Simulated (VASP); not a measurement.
# CdTe (F-43m) in VASP: a series of runs

The runs below take CdTe through single point, with PBE.

Everything below comes from runs of VASP 6.6.1. Logs are shortened: lines on timing, memory, paths and dates and some standing lists are left out, and cuts for length are marked.

**Measured values to compare with.**

A printed reference work, data compilation reports, for a bulk crystal of CdTe at 0 K: band gap 1.607 eV.

The runs below are set against these values where they give the same quantity.

### Step 1. The cell of the first run

It takes space group F-43m (No. 216, cubic). Conventional cell: a = 6.323 Å, b = 6.323 Å, c = 6.323 Å, α = 90.00°, β = 90.00°, γ = 90.00°. Within 3.6 Å of Cd (site symmetry -43m) lie 4 Te at 2.74 Å. Within 3.6 Å of Te (site symmetry -43m) lie 4 Cd at 2.74 Å.

### Step 2. Single point, PBE

INCAR reads:

```
  PREC = Accurate
  ENCUT = 500
  EDIFF = 1E-6
  ISMEAR = 0
  SIGMA = 0.01
  LREAL = F
  LASPH = T
  NELM = 120
  ALGO = Normal
  ISIF = 2
  LWAVE = F
  LCHARG = F
  GGA = PE
  NBANDS = 16
  GGA_COMPAT = F
```

KPOINTS reads:

```
regular mesh
0
Gamma
  5 5 5
```

POSCAR reads:

```
CdTe
1.0
    0.0000000000      3.1616838793      3.1616838793
    3.1616838793      0.0000000000      3.1616838793
    3.1616838793      3.1616838793      0.0000000000
Cd Te
1 1
Direct
    0.0000000000      0.0000000000      0.0000000000
    0.2500000000      0.2500000000      0.2500000000
```

Potentials or basis: VASP PAW PBE potentials, release 64 (Cd, Te).

The run is started by

```sh
$ cat potpaw_PBE.64/Cd/POTCAR potpaw_PBE.64/Te/POTCAR > POTCAR
$ mpirun -np 1 vasp_std > vasp.out
```

OUTCAR:

```text
PREC = Accurate
   ENCUT = 500
   EDIFF = 1E-6
   ISMEAR = 0
   LREAL = F
   LASPH = T
   NELM = 120
   ISIF = 2
   GGA = PE

 ion  position               nearest neighbor table
   1  0.000  0.000  0.000-   2 2.74   2 2.74   2 2.74   2 2.74
   2  0.250  0.250  0.250-   1 2.74   1 2.74   1 2.74   1 2.74

  LATTYP: Found a face centered cubic cell.
 ALAT       =     6.3233677586

  Lattice vectors:

 A1 = (   0.0000000000,   3.1616838793,   3.1616838793)
 A2 = (   3.1616838793,   0.0000000000,   3.1616838793)
 A3 = (   3.1616838793,   3.1616838793,   0.0000000000)

Analysis of symmetry for initial positions (statically):
=====================================================================
 Subroutine PRICEL returns:
 Original cell was already a primitive cell.

 Routine SETGRP: Setting up the symmetry group for a
 face centered cubic supercell.

 Subroutine GETGRP returns: Found 24 space group operations
 (whereof 24 operations were pure point group operations)
 out of a pool of 48 trial point group operations.

The static configuration has the point symmetry T_d .

Analysis of symmetry for dynamics (positions and initial velocities):
=====================================================================
 Subroutine PRICEL returns:
 Original cell was already a primitive cell.

 Routine SETGRP: Setting up the symmetry group for a
 face centered cubic supercell.

 Subroutine GETGRP returns: Found 24 space group operations
 (whereof 24 operations were pure point group operations)
 out of a pool of 48 trial point group operations.

The dynamic configuration has the point symmetry T_d .

 Subroutine INISYM returns: Found 24 space group operations
 (whereof 24 operations are pure point group operations),
 and found     1 'primitive' translations

----------------------------------------------------------------------------------------

                                     Primitive cell

  volume of cell :      63.2099

  direct lattice vectors                    reciprocal lattice vectors
     0.000000000  3.161683879  3.161683879    -0.158143578  0.158143578  0.158143578
     3.161683879  0.000000000  3.161683879     0.158143578 -0.158143578  0.158143578
     3.161683879  3.161683879  0.000000000     0.158143578  0.158143578 -0.158143578

  length of vectors
     4.471296222  4.471296222  4.471296222     0.273912711  0.273912711  0.273912711

  position of ions in fractional coordinates (direct lattice)
     0.000000000  0.000000000  0.000000000
     0.250000000  0.250000000  0.250000000

  ion indices of the primitive-cell ions
   primitive index   ion index
                 1           1
                 2           2

----------------------------------------------------------------------------------------

 KPOINTS: regular mesh

Automatic generation of k-mesh.
 Grid dimensions read from file:
 generate k-points for:    5    5    5

 Generating k-lattice:

  Cartesian coordinates                     Fractional coordinates (reciprocal lattice)
    -0.031628716  0.031628716  0.031628716     0.200000000  0.000000000  0.000000000
     0.031628716 -0.031628716  0.031628716     0.000000000  0.200000000  0.000000000
     0.031628716  0.031628716 -0.031628716     0.000000000  0.000000000  0.200000000

  Length of vectors
     0.054782542  0.054782542  0.054782542

  Shift w.r.t. Gamma in fractional coordinates (k-lattice)
     0.000000000  0.000000000  0.000000000

 Subroutine IBZKPT returns following result:
 ===========================================

 Found     10 irreducible k-points:

 Following reciprocal coordinates:
            Coordinates               Weight
  0.000000  0.000000  0.000000      1.000000
  0.200000  0.000000  0.000000      8.000000
  0.400000  0.000000  0.000000      8.000000
  0.200000  0.200000  0.000000      6.000000
  0.400000  0.200000  0.000000     24.000000
 -0.400000  0.200000  0.000000     24.000000
 -0.200000  0.200000  0.000000     12.000000
  0.400000  0.400000  0.000000      6.000000
 -0.400000  0.400000  0.000000     12.000000
 -0.400000  0.400000  0.200000     24.000000
   k-points           NKPTS =     10   k-points in BZ     NKDIM =     10   number of bands    NBANDS=     16
   number of dos      NEDOS =    301   number of ions     NIONS =      2
   total plane-waves  NPLWV =  46656
   dimension x,y,z NGX =    36 NGY =   36 NGZ =   36
   dimension x,y,z NGXF=    72 NGYF=   72 NGZF=   72
   ions per type =               1   1
   NGX,Y,Z   is equivalent  to a cutoff of  13.39, 13.39, 13.39 a.u.
   NGXF,Y,Z  is equivalent  to a cutoff of  26.77, 26.77, 26.77 a.u.
 SYSTEM =  unknown system
   PREC   = accura    normal or accurate (medium, high low for compatibility)
   ISTART =      0    job   : 0-new  1-cont  2-samecut
   ICHARG =      2    charge: 1-file 2-atom 10-const
   ISPIN  =      1    spin polarized calculation?
   LNONCOLLINEAR =      F non collinear calculations
   LSORBIT =      F    spin-orbit coupling
   LASPH  =      T    aspherical Exc in radial PAW
   ENCUT  =  500.0 eV  36.75 Ry    6.06 a.u.   8.15  8.15  8.15*2*pi/ulx,y,z
   NELM   =    120;   NELMIN=  2; NELMDL= -5     # of ELM steps
   EDIFF  = 0.1E-05   stopping-criterion for ELM
   LREAL  =      F    real-space projection
   EDIFFG = 0.1E-04   stopping-criterion for IOM
   NSW    =      0    number of steps for IOM
   IBRION =     -1    ionic relax: 0-MD 1-quasi-New 2-CG
   NFREE  =      0    steps in history (QN), initial steepest desc. (CG)
   ISIF   =      2    stress and relaxation
   ISYM   =      2    0-nonsym 1-usesym 2-fastsym
   POTIM  = 0.5000    time-step for ionic-motion
   TEBEG  =    0.0;   TEEND  =   0.0 temperature during run
   PSTRESS=    0.0 pullay stress
   NELECT =      18.0000    total number of electrons
   NUPDOWN=      -1.0000    fix difference up-down
   EMIN   =  10.00;   EMAX   =-10.00  energy-range for DOS
   EFERMI =   0.00;   METHOD = LEGACY
   ISMEAR =     0;   SIGMA  =   0.01  broadening in eV -4-tet -1-fermi 0-gaus
   EFERMI_NEDOS =   21; number of points for ismear=-14 and -15
   IALGO  =     38    algorithm
   IMIX   =      4    mixing-type and parameters
     AMIX     =   0.40;   BMIX     =  1.00
     AMIX_MAG =   1.60;   BMIX_MAG =  1.00
  volume/ion in A,a.u.               =      31.60       213.28
  Fermi-wavevector in a.u.,A,eV,Ry     =   1.077053  2.035336 15.783356  1.160044
  Thomas-Fermi vector in A             =   2.212955
   LORBIT       =      0    0 simple, 1 ext, 2 COOP (PROOUT), +10 PAW based schemes
   GGA     = PE    functional components
   LHFCALC =     F    Hartree Fock is set to
   AEXX    =    0.0000 exact exchange contribution
   IVDW    =     0    specifies the selected vdW correction
   LEPSILON=     F    determine dielectric tensor
   LRPA    =     F    only Hartree local field effects (RPA)
 non-spin polarized calculation
 Gauss-broadening in eV      SIGMA  =   0.01
  energy-cutoff  :      500.00
  volume of cell :       63.21
 maximum number of plane-waves:      1639
 NGX is ok and might be reduce to    36
   NGX = 17   NGY = 17   NGZ = 17

 number of electron      18.0000004 magnetization

 Free energy of the ion-electron system (eV)
  ---------------------------------------------------
  ext. energy  EPLUGINS =         0.00000000
  ---------------------------------------------------
  free energy    TOTEN  =        -4.61497866 eV

  energy without entropy =       -4.61497866  energy(sigma->0) =       -4.61497866

 E-fermi :   3.1577     XC(G=0):  -8.9124

 val. band max:        3.0628954513   @ k =   0.0000   0.0000   0.0000
 cond. band min:       4.0600510751   @ k =   0.0000   0.0000   0.0000
 fundamental gap:      0.9971556238
 Fermi energy:         3.1576806693

 k-point     1 :       0.0000    0.0000    0.0000
  band No.  band energies     occupation
      1      -8.5627      2.00000
      2      -5.5201      2.00000
      3      -5.5201      2.00000
      4      -5.5201      2.00000
      5      -5.2015      2.00000
      6      -5.2015      2.00000
[... 8 lines left out ...]
     15      12.5421      0.00000
     16      12.5421      0.00000

 k-point     2 :       0.2000    0.0000    0.0000
  band No.  band energies     occupation
      1      -8.3998      2.00000
      2      -5.4890      2.00000
      3      -5.4890      2.00000
      4      -5.3862      2.00000
      5      -5.2033      2.00000
      6      -5.2033      2.00000
[... 8 lines left out ...]
     15      11.4945      0.00000
     16      11.5339      0.00000

 k-point     3 :       0.4000    0.0000    0.0000
  band No.  band energies     occupation
      1      -8.1374      2.00000
      2      -5.4482      2.00000
      3      -5.4482      2.00000
      4      -5.1941      2.00000
      5      -5.1941      2.00000
      6      -4.9288      2.00000
[... 8 lines left out ...]
     15      12.6813      0.00000
     16      12.6813      0.00000

 k-point     4 :       0.2000    0.2000    0.0000
  band No.  band energies     occupation
      1      -8.3464      2.00000
      2      -5.4557      2.00000
      3      -5.4557      2.00000
      4      -5.3981      2.00000
      5      -5.2091      2.00000
      6      -5.1888      2.00000
[... 8 lines left out ...]
     15      12.8841      0.00000
     16      13.0537      0.00000

 k-point     5 :       0.4000    0.2000    0.0000
  band No.  band energies     occupation
      1      -8.1201      2.00000
      2      -5.4245      2.00000
      3      -5.4053      2.00000
      4      -5.2634      2.00000
      5      -5.1815      2.00000
      6      -4.9750      2.00000
[... 8 lines left out ...]
     15      13.3773      0.00000
     16      13.5385      0.00000

 k-point     6 :      -0.4000    0.2000    0.0000
  band No.  band energies     occupation
      1      -8.0370      2.00000
      2      -5.4183      2.00000
      3      -5.4042      2.00000
      4      -5.2165      2.00000
      5      -5.1975      2.00000
      6      -4.6994      2.00000
[... 8 lines left out ...]
     15      12.3944      0.00000
     16      13.3788      0.00000

 k-point     7 :      -0.2000    0.2000    0.0000
  band No.  band energies     occupation
      1      -8.2050      2.00000
      2      -5.4521      2.00000
      3      -5.4386      2.00000
      4      -5.2268      2.00000
      5      -5.2153      2.00000
      6      -5.1043      2.00000
[... 8 lines left out ...]
     15      12.8443      0.00000
     16      13.5324      0.00000

 k-point     8 :       0.4000    0.4000    0.0000
  band No.  band energies     occupation
      1      -8.0063      2.00000
      2      -5.3384      2.00000
      3      -5.3384      2.00000
      4      -5.3358      2.00000
      5      -5.1680      2.00000
      6      -4.7914      2.00000
[... 8 lines left out ...]
     15      13.7448      0.00000
     16      15.9100      0.00000

 k-point     9 :      -0.4000    0.4000    0.0000
  band No.  band energies     occupation
      1      -7.9581      2.00000
      2      -5.3748      2.00000
      3      -5.3371      2.00000
      4      -5.2769      2.00000
      5      -5.1793      2.00000
      6      -4.5607      2.00000
[... 8 lines left out ...]
     15      13.2500      0.00000
     16      15.5939      0.00000

 k-point    10 :      -0.4000    0.4000    0.2000
  band No.  band energies     occupation
      1      -7.9887      2.00000
      2      -5.3818      2.00000
      3      -5.3757      2.00000
      4      -5.2484      2.00000
      5      -5.1931      2.00000
      6      -4.6285      2.00000
[... 8 lines left out ...]
     15      13.3692      0.00000
     16      15.3948      0.00000

------------------------ aborting loop because EDIFF is reached ----------------------------------------

  FORCE on cell =-STRESS in cart. coord.  units (eV):
  Direction    XX          YY          ZZ          XY          YZ          ZX
  --------------------------------------------------------------------------------------
  -------------------------------------------------------------------------------------
  Total        2.7333154      2.7333154      2.7333154      0.0000000     -0.0000000     -0.0000000
  in kB       69.2811359     69.2811359     69.2811359      0.0000000     -0.0000000     -0.0000000
  external PRESSURE =      69.2811359 kB  Pullay stress =       0.0000000 kB

 VOLUME and BASIS-vectors are now :
 -----------------------------------------------------------------------------
  energy-cutoff  :      500.00
  volume of cell :       63.21
      direct lattice vectors                 reciprocal lattice vectors
     0.000000000  3.161683879  3.161683879    -0.158143578  0.158143578  0.158143578
     3.161683879  0.000000000  3.161683879     0.158143578 -0.158143578  0.158143578
     3.161683879  3.161683879  0.000000000     0.158143578  0.158143578 -0.158143578

 POSITION                                       TOTAL-FORCE (eV/Angst)
 -----------------------------------------------------------------------------------
      0.00000      0.00000      0.00000         0.000000      0.000000      0.000000
      1.58084      1.58084      1.58084        -0.000000     -0.000000     -0.000000
 -----------------------------------------------------------------------------------
    total drift:                                0.000000      0.000000      0.000000

  FREE ENERGIE OF THE ION-ELECTRON SYSTEM (eV)
  ---------------------------------------------------
  free  energy   TOTEN  =        -4.6149786553 eV

  energy  without entropy=       -4.6149786553  energy(sigma->0) =       -4.61497866
```

Run time: 17 s. Hardware: 1 thread of Intel Xeon Platinum 8259CL at 2.50GHz (Skylake/Cascade Lake), shared host; peak memory 0.2 GiB.

What came out:

```yaml
Free_energy: -4.6150 eV
Pressure: 6.9 GPa
Band_gap_on_the_k_mesh: 1.00 eV, direct
```

Caveat: spin-orbit coupling is left out, which moves the levels of the heavy elements. As with any semilocal functional, this PBE gap is likely too small.

### Step 3. Single point, PBE

This run uses another cell than the first one, of 32.26 Å³/atom, 1.021 times its volume.

INCAR reads:

```
SYSTEM = CdTe
PREC = Accurate
ENCUT = 500
EDIFF = 1E-6
ISMEAR = 0
SIGMA = 0.01
LREAL = .FALSE.
LASPH = .TRUE.
NELM = 120
ALGO = Normal
ISIF = 2
LWAVE = .FALSE.
LCHARG = .FALSE.
GGA = PE
NBANDS = 16
GGA_COMPAT = .FALSE.
```

KPOINTS reads:

```
regular mesh
0
G
  5 5 5
  0 0 0
```

POSCAR reads:

```
CdTe
1.0
    0.0000000000      3.1834892848      3.1834892848
    3.1834892848      0.0000000000      3.1834892848
    3.1834892848      3.1834892848      0.0000000000
Cd Te
1 1
Direct
    0.0000000000      0.0000000000      0.0000000000
    0.2500000000      0.2500000000      0.2500000000
```

Potentials or basis: VASP PAW PBE potentials, release 64 (Cd, Te).

The run is started by

```sh
$ cat potpaw_PBE.64/Cd/POTCAR potpaw_PBE.64/Te/POTCAR > POTCAR
$ mpirun -np 1 vasp_std > vasp.out
```

It took 19 s on 1 thread of Intel Xeon Platinum 8259CL at 2.50GHz (Skylake/Cascade Lake), shared host; peak memory 0.2 GiB.

The run converged. Its results:

```
Free energy            : -4.6665 eV
Pressure               : 5.6 GPa
Band gap on the k mesh : 0.93 eV, direct
```

Levels at points of the mesh, in eV from the valence-band top:
| k point | band 7 | band 8 | band 9 | band 10 | band 11 | band 12 |
| --- | --- | --- | --- | --- | --- | --- |
| (0.00, 0.00, 0.00) | 0.00 | 0.00 | 0.00 | 0.93 | 4.55 | 4.55 |

Caveat: spin-orbit coupling is left out, which moves the levels of the heavy elements.

(Continued in part 2 of 2.)
